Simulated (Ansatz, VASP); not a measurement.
**ZnS: VASP beside Ansatz**

```
Zn S
1.0
     0.00000    2.72156    2.72156
     2.72156    0.00000    2.72156
     2.72156    2.72156    0.00000
Zn S
1 1
Direct
  0.00000 0.00000 0.00000
  0.75000 0.75000 0.75000
```

Alike in both runs: task relaxation of cell and atoms; functional PBE; k mesh 10 × 10 × 10; no spin polarisation.

|  | VASP | Ansatz |
| --- | --- | --- |
| version | VASP 6.6.1 | Ansatz 0.2.0 |
| potentials or method | VASP PAW PBE potentials, release 64 (Zn, S) | scalar-relativistic, plane waves, PAW |
| plane-wave cutoff (eV) | 600 | 420 |
| occupations | gaussian, width 0.01 eV | fixed |
| valence electrons in the cell | 18 | 18 |

```csv
,VASP,Ansatz,Ansatz less VASP
"gap on the k mesh at the Fermi level, each at its own relaxed structure (eV)",2.01,2.02,+0.006
relaxed volume (Å³/atom),20.21,20.16,-0.050
relaxed cell length with the largest relative difference (Å),3.852,3.849,-0.0032
```
